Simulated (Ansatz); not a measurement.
# Yb: the cost of one run

Program: Ansatz 0.2.0. Level of theory: DFT r²SCAN, scalar-relativistic, plane waves, PAW (the target; the first runs use scalar-relativistic PBE). These are calculated values, not measurements.

### Step 1. The starting structure

It takes space group P6_3/mmc (No. 194, hexagonal). The conventional cell has a = 3.901 Å, b = 3.901 Å, c = 12.553 Å, α = 90.00°, β = 90.00°, γ = 120.00°. Yb (site symmetry -3m) has 12 Yb at 3.86 to 3.90 Å as nearest neighbours. Yb (site symmetry -6m2) is surrounded by 12 Yb at 3.86 to 3.90 Å.

As a file:

```
CELL_PARAMETERS angstrom
3.90142 0.00000 0.00000
-1.95071 3.37873 0.00000
0.00000 0.00000 12.55283
ATOMIC_POSITIONS crystal
Yb 0.00000 0.00000 0.00000
Yb 0.00000 0.00000 0.50000
Yb 0.33333 0.66667 0.25000
Yb 0.66667 0.33333 0.75000
```

### Step 2. Relaxing cell and atoms (PBE, 6×6×2 mesh)

File input.yaml:

```yaml
crystal:
  lattice:
    - [3.9014169065, 0.0, 0.0]
    - [-1.9507084532, 3.3787261517, 0.0]
    - [0.0, 0.0, 12.552834768]
  atoms:
    - { symbol: Yb, position: [0.0, 0.0, 0.0] }
    - { symbol: Yb, position: [0.0, 0.0, 0.5] }
    - { symbol: Yb, position: [0.3333333333, 0.6666666667, 0.25] }
    - { symbol: Yb, position: [0.6666666667, 0.3333333333, 0.75] }
basis:
  ecutwfc: 420
  ecutrho_ratio: 4
kpoints:
  mp_grid: { grid: [6, 6, 2] }
hamiltonian:
  xc: pbe
scf:
  occupations: { method: gaussian, width: 0.05 }
output:
  forces: true
  stress: true
  eigenvalues: true
relax:
  f_tol: 0.03
  max_steps: 60
  cell: { stress_tol: 0.3 }
```

**Question.** How long does this run take on 4 threads of an Arm CPU, shared host, and how much memory does it need?

About 12 s, with a peak of 0.57 GiB.
